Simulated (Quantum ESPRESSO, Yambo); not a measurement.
# AlN (F-43m): G0W0 with Yambo, start to end, part 3 of 3

Aim: the G0W0 gap of AlN (F-43m) on PBE, step by step.

Quantum ESPRESSO 7.5 and Yambo 5.3.0; PBE and many-body steps on it, plane waves. Known limits of the many-body steps: not at the basis limit; coarse k mesh.

So far. Step 3 (Bands along the symmetry lines): The gap is 3.325 eV, as in the run before at this level. Step 4 (Empty states on the mesh, 4×4×4 mesh, 51 bands): On this mesh the gap is 3.325 eV.

**6. Screening and self-energy, 4×4×4 mesh, 51 bands, screening to 129.3 eV**

Now the one-shot GW correction: screening in the RPA, then the self-energy of the levels asked for.

This step: G0W0 on PBE, plane waves, norm-conserving pseudopotentials.

gw1.in reads:

```
HF_and_locXC
gw0
dyson
ppa
em1d
rim_cut
RandQpts= 1000000
RandGvec= 1 RL
EXXRLvcs= 72 Ry
VXCRLvcs= 288 Ry
Chimod= "HARTREE"
% BndsRnXp
 1 | 51 |
%
NGsBlkXp= 9.5 Ry
% LongDrXp
 1 | 1 | 1 |
%
% GbndRnge
 1 | 51 |
%
DysSolver= "n"
ExtendOut
PPAPntXp= 27.21138 eV
% QPkrange
 1 | 8 | 2 | 8 |
%
```

Run with:

```sh
> OMP_NUM_THREADS=1 mpirun -n 8 yambo -F gw1.in -J gw1 -C gw1 > gw1.log
```

What it wrote:

```text
 Yambo, version 5.3.0

 [02] CORE Variables Setup
 =========================

  [... cell, symmetries and grids as in the set-up ...]

  [02.05] Energies & Occupations
  ==============================

  [X] === General ===
  [X] Electronic Temperature                        :  0.000000  0.000000 [eV K]
  [X] Bosonic    Temperature                        :  0.000000  0.000000 [eV K]
  [X] Finite Temperature mode                       : no
  [X] El. density                                   :  0.38398E+24 [cm-3]
  [X] Fermi Level                                   :  6.956541 [eV]

  [X] === Gaps and Widths ===
  [X] Conduction Band Min                           :  3.324859 [eV]
  [X] Valence Band Max                              :  0.000000 [eV]
  [X] Filled Bands                                  :   4
  [X] Empty Bands                                   :    5   51
  [X] Direct Gap                                    :  4.192097 [eV]
  [X] Direct Gap localized at k                     :  1
  [X] Indirect Gap                                  :  3.324859 [eV]
  [X] Indirect Gap between kpts                     :   1   7
  [X] Last valence band width                       :  2.697200 [eV]
  [X] 1st conduction band width                     :  4.489928 [eV]

 [03] Transferred momenta grid and indexing
 ==========================================

 IBZ Q-points                                      :   8
 BZ  Q-points                                      :   64

 K/Q-points units:
 rlu = crystal or reduced units; cc = cartesian coordinates; iku = interal k-units

 Q [1]          [rlu]:  0.000000  0.000000  0.000000
 Q [2]          [rlu]: -0.52978E-17 -0.52978E-17  0.25000
 Q [3]          [rlu]:  0.10596E-16  0.10596E-16 -0.50000
 Q [4]          [rlu]:  0.19945E-16  0.25000      0.25000
 Q [5]          [rlu]:  0.25178E-16  0.25000      0.50000
 Q [6]          [rlu]:  0.10596E-16  0.25000     -0.25000
 Q [7]          [rlu]: -0.39890E-16 -0.50000     -0.50000
 Q [8]          [rlu]:  0.250000 -0.500000 -0.250000

 [04] Coloumb potential Random Integration (RIM)
 ===============================================

  [04.01] RIM initialization
  ==========================

  * Diagonal components only detected *

  8 x (sBL volume)        :  0.220531 [a.u.]
  sBZ random points       :  1000000
  Points outside the sBZ  :   7987327
  RL volume               :  1.764245 [a.u.]
  Integrated volume       :  1.767044 [a.u.]

  [04.02] RIM integrals
  =====================

  Gamma point sphere radius             :  0.109591 [a.u.]
  Points outside the sphere             :   799513
  [Int_sBZ(q=0) 1/q^2]*(Vol_sBZ)^(-1/3) =:  7.764325
                                 should be <:  7.795600

  Summary of Coulomb integrals for non-metallic bands |Q|[au] RIM/Bare

  Q [1] 0.100000E-4 0.995988 * Q [2] 0.329610 1.065884
  Q [4] 0.380601 1.064810 * Q [6] 0.538251 1.027704
  Q [5] 0.631155 1.020409 * Q [3] 0.659220 1.018308
  Q [7] 0.761202 1.014905 * Q [8] 0.851049 1.011860

 [05] Dipoles
 ============

  [05.01] Setup: observables and procedures
  =========================================

 [06] Dynamic Dielectric Matrix (PPA)
 ====================================

 [SLK-Inversion]  Pools        :  2
 [SLK-Inversion]  BLACS grid   :  2  2

 [WR./gw1//ndb.pp]---------------------------------------------------------------
  Brillouin Zone Q/K grids (IBZ/BZ)                :    8   64    8   64
  RL vectors                                       :  1917 [WF]
  Coulomb cutoff potential                         : none
  Electronic Temperature                           :  0.000000 [K]
  Bosonic    Temperature                           :  0.000000 [K]
  PPA    diel. fun.  energies                      : Perdew, Burke & Ernzerhof(X)+Perdew, Burke & Ernzerhof(C)
  wavefunctions                                    : Perdew, Burke & Ernzerhof(X)+Perdew, Burke & Ernzerhof(C)
  Global Gauge                                     : length
  X matrix size                                    :   89
  X band range                                     :    1   51
  X e/h energy range                               : -1.000000 -1.000000 [eV]
  X Time ordering                                  : R
  X Hxc Kernel                                     : HARTREE
  X Drude frequency                                :  0.000000  0.000000
  X poles                                          :  100.0000 [o/o]
  RL vectors in the sum                            :  1917
  [r,Vnl] included                                 : yes
  Field direction                                  :  0.577350E-5  0.577350E-5  0.577350E-5
  BZ energy Double Grid                            : no
  BZ energy DbGd points                            : 0
  BZ Q point size factor                           : -1.000000
  X Optical Averaged directions                    : none

 [07] Local Exchange-Correlation + Non-Local Fock
 ================================================

 [VXC] Plane waves :  11575
 [EXS] Plane waves :  1471

 QP @ state[ 1 ] K range:   1   8
 QP @ state[ 1 ] b range:   2   8

 [xc] Functional : Perdew, Burke & Ernzerhof(X)+Perdew, Burke & Ernzerhof(C)
 [xc] LIBXC used to calculate xc functional
  PP Number of Atomic Species                      :  2
  NLCC RL compoments                               :  11575
  PP Number of Atomic Species                      :  2
  NLCC RL compoments                               :  11575

 [xc] E_xc :  -3.460990 [Ha]
      E_xc :  -6.921979 [Ry]

  Local XC kind (lXC) : Perdew, Burke & Ernzerhof(X)+Perdew, Burke & Ernzerhof(C)
  Non-Local XC kind (nlXC) : Hartree-Fock

  Corrections @ K [1] :  [eV]
 <2|nlXC|2> = -20.93502  0.37260E-17 <2|lXC|2> = -16.96897 -0.54255E-21
 <3|nlXC|3> = -20.93513 -0.15425E-16 <3|lXC|3> = -16.96897  0.70806E-16
 <4|nlXC|4> = -20.93519  0.15625E-16 <4|lXC|4> = -16.96897 -0.12298E-21
 <5|nlXC|5> = -7.926791  0.13679E-17 <5|lXC|5> = -12.51951  0.94408E-16
 <6|nlXC|6> = -4.085065 -0.11668E-17 <6|lXC|6> = -9.879197 -0.18882E-15
 <7|nlXC|7> = -4.084745  0.19490E-17 <7|lXC|7> = -9.879196  0.15763E-19
 <8|nlXC|8> = -4.084825 -0.33048E-17 <8|lXC|8> = -9.879196  0.94406E-16

  Corrections @ K [2] :  [eV]
 <2|nlXC|2> = -19.26695 -0.12102E-17 <2|lXC|2> = -14.40035  0.18882E-15
 <3|nlXC|3> = -20.81909  0.47777E-16 <3|lXC|3> = -16.75776  0.47215E-16
 <4|nlXC|4> = -20.81889  0.66869E-17 <4|lXC|4> = -16.75776  0.18882E-15
[...]
Corrections @ K [3] :  [eV]
[...]
Corrections @ K [4] :  [eV]
[...]
Corrections @ K [5] :  [eV]
[...]
[... 2 further k-points ...]
  Corrections @ K [8] :  [eV]
[...]
<4|nlXC|4> = -18.38030  0.83993E-17 <4|lXC|4> = -13.85469  0.94410E-16
 <5|nlXC|5> = -6.995243  0.15086E-17 <5|lXC|5> = -11.82310 -0.18882E-15
 <6|nlXC|6> = -5.992991  0.40365E-19 <6|lXC|6> = -12.02057  0.11801E-15
 <7|nlXC|7> = -4.137182  0.24818E-17 <7|lXC|7> = -10.20253 -0.23602E-15
 <8|nlXC|8> = -6.797686  0.32557E-17 <8|lXC|8> = -13.55427 -0.38354E-16

  [07.01] Hartree-Fock occupations report
  =======================================

  [Hartree-Fock] === General ===
  [Hartree-Fock] Electronic Temperature             :  0.000000  0.000000 [eV K]
  [Hartree-Fock] Bosonic    Temperature             :  0.000000  0.000000 [eV K]
  [Hartree-Fock] Finite Temperature mode            : no
  [Hartree-Fock] El. density                        :  0.38398E+24 [cm-3]
  [Hartree-Fock] Fermi Level                        :  6.956541 [eV]

  [Hartree-Fock] === Gaps and Widths ===
  [Hartree-Fock] Conduction Band Min                :  7.563402 [eV]
  [Hartree-Fock] Valence Band Max                   : -3.966225 [eV]
  [Hartree-Fock] Filled Bands                       :   4
  [Hartree-Fock] Empty Bands                        :    5   51
  [Hartree-Fock] Direct Gap                         :  12.75104 [eV]
  [Hartree-Fock] Direct Gap localized at k          :  1
  [Hartree-Fock] Indirect Gap                       :  11.52963 [eV]
  [Hartree-Fock] Indirect Gap between kpts          :   1   7
  [Hartree-Fock] Last valence band width            :  3.256584 [eV]
  [Hartree-Fock] 1st conduction band width          :  5.775858 [eV]

 [08] Dyson equation: Newton solver
 ==================================

  [08.01] G0W0 (W PPA)
  ====================

  [  GW  ] Bands range     :    1   51
  [GW/PPA] G damping       :  0.100000 [eV]

  QP @ state[ 1 ] K range:   1   8
  QP @ state[ 1 ] b range:   2   8

   Sc/G bands                                       :    1   51
   Sc/G damping                                     :  0.100000 ev
   Sc bands terminator                              : no
   Sx RL components                                 :  1471

   QP @ state[ 1 ] K range                          :   1   8
   QP @ state[ 1 ] b range                          :   2   8
   GF energies kind                                 : Perdew, Burke & Ernzerhof(X)+Perdew, Burke & Ernzerhof(C)
   GF WF`s kind                                     : Perdew, Burke & Ernzerhof(X)+Perdew, Burke & Ernzerhof(C)
   Xs energies kind                                 : Perdew, Burke & Ernzerhof(X)+Perdew, Burke & Ernzerhof(C)
   Xs WF`s kind                                     : Perdew, Burke & Ernzerhof(X)+Perdew, Burke & Ernzerhof(C)

 [11] Game Over & Game summary
```

It took 20 s on 8 MPI ranks of Arm Neoverse V1, shared host; peak memory 2.3 GiB; 2.5 min of CPU time.

Numbers from this step:

| Quantity | Value |
| --- | --- |
| G0W0 gap on the mesh | 4.350 eV |
| starting gap on the mesh | 3.325 eV |
| k of the valence top | 0, 0, 0 |
| k of the conduction bottom | 0, -0.5, -0.5 |
| least direct G0W0 gap on the computed points | 5.509 eV |
| Z at the valence top | 0.7938 |
| Z at the conduction bottom | 0.8391 |

The gap on the mesh goes from 3.32 eV to 4.35 eV, a correction of +1.03 eV.

Limits: finite bands, cutoff and mesh; coarse k mesh. v1 is the top filled band, c1 the lowest empty one. The levels before and after the correction (eV, zero at the valence-band top of each column):

```
           conduction bottom  valence top
Kohn-Sham               3.32         0.00
     G0W0               4.35         0.00
```

```
                         level  energy (eV)
Kohn-Sham              Γ v3-v1        0.000
Kohn-Sham                 Γ c1        4.192
Kohn-Sham              Γ c2-c4       12.589
Kohn-Sham     (0 -0.5 -0.5) v3       -4.898
Kohn-Sham  (0 -0.5 -0.5) v2-v1       -1.775
Kohn-Sham     (0 -0.5 -0.5) c1        3.325
Kohn-Sham     (0 -0.5 -0.5) c2        8.652
Kohn-Sham     (0 -0.5 -0.5) c3       13.920
Kohn-Sham     (0 -0.5 -0.5) c4       15.697
     G0W0              Γ v3-v1        0.000
     G0W0                 Γ c1        5.509
     G0W0              Γ c2-c4       13.916
     G0W0     (0 -0.5 -0.5) v3       -5.545
     G0W0  (0 -0.5 -0.5) v2-v1       -2.109
     G0W0     (0 -0.5 -0.5) c1        4.350
     G0W0     (0 -0.5 -0.5) c2        9.935
     G0W0     (0 -0.5 -0.5) c3       16.069
     G0W0     (0 -0.5 -0.5) c4       17.327
```

**7. Where the time went**

Times are wall times on the hardware named with each run, good to a factor of about two.

```
                          step   time  share  memory (GiB)
                  ground state  1.7 s    6 %          0.05
bands along the symmetry lines  1.3 s    5 %          0.05
      empty states on the mesh  1.2 s    4 %          0.05
         conversion and set-up    2 s    8 %          0.23
     screening and self-energy   20 s   77 %           2.3
```

**8. What came out**

| Quantity | Value |
| --- | --- |
| PBE gap | 3.32 eV, indirect |
| G0W0 gap on the mesh | 4.35 eV |
| GW settings | 4×4×4 mesh, 51 bands, screening to 129.3 eV, Godby-Needs plasmon pole |
| known limits | not at the basis limit; coarse k mesh |

In words: G0W0 moves the gap on the mesh from 3.32 eV to 4.35 eV (+1.03 eV), with Z of 0.79 and 0.84 at the edges. The dearest step here is «screening and self-energy». Bands and cutoff are finite, so the gap is not at the basis limit. The miss can reach some tenths of an eV and take either sign; the mesh is an error of its own. The 4×4×4 mesh is coarse for this cell, which bears on the long-range parts of exchange and screening.

[Paths, hosts, dates, memory and timing lines, banners, echoed tables and standing remarks are left out of the program output.]

[Logs are printed without paths, hosts, clocks, repeated set-up lines and the standing remarks that a program may print on its own settings, such as how far it seeks lower states.]

[Runs of the session that timed out or met a known fault of the program may be left out.]

[Hosts, paths, dates, database ids (printed as entryN), source tags and the programs' standing remarks are cut or masked in the printed files.]
